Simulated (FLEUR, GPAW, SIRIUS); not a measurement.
## Ge: 3 runs at one level of theory

```
Ge
1.0
     0.00000    2.82891    2.82891
     2.82891    0.00000    2.82891
     2.82891    2.82891    0.00000
Ge
2
Direct
  0.75000 0.75000 0.75000
  0.50000 0.50000 0.50000
```

Alike in all runs: task equation of state; functional AM05; k mesh 8 × 8 × 8; occupations fermi-dirac, width 0.05 eV; no spin polarisation; no spin-orbit coupling.

```tsv
program and potentials	plane-wave cutoff (eV)	notes	equilibrium volume (Å³/atom)	bulk modulus (GPa)
SIRIUS, all-electron FP-LAPW, apw+lo standard	-	-	22.90	66.8
FLEUR, all-electron, FLAPW	-	-	22.91	65.0
GPAW, PAW data sets generated for this functional	600	-	23.02	65.6
```

The equilibrium volume spans 22.90 (SIRIUS, all-electron FP-LAPW, apw+lo standard) to 23.02 Å³/atom (GPAW, PAW data sets generated for this functional), with all-electron results at 22.90 to 22.91. The bulk modulus spans 65.0 (FLEUR, all-electron, FLAPW) to 66.8 GPa (SIRIUS, all-electron FP-LAPW, apw+lo standard), with all-electron results at 65.0 to 66.8.

The functional is the same throughout but for its coding, so the spread measures potentials, basis and numerics; runs on potential files found faulty are left out.

The two all-electron codes agree almost exactly on the equilibrium volume of germanium, while GPAW gives a slightly larger cell. The bulk modulus behaves differently: GPAW falls between the all-electron values, so no separate PAW error can be resolved in the stiffness. Nor does the larger volume go with the softest lattice, since FLEUR gives the lowest modulus at nearly the same volume as SIRIUS. This is unsurprising, because the modulus depends on the curvature of the energy curve and magnifies small numerical differences that hardly move its minimum; the PAW volume offset may reflect the treatment of the shallow 3d shell.

All three runs make germanium clearly softer than experiment. As the codes agree far better with one another than with the measured stiffness, the discrepancy probably lies mainly in the functional, which slightly underbinds the directional sp³ network and places the minimum at a somewhat expanded volume, where the covalent bonds resist compression less. The results don't address the pressure-induced transition to the metallic β-tin structure.
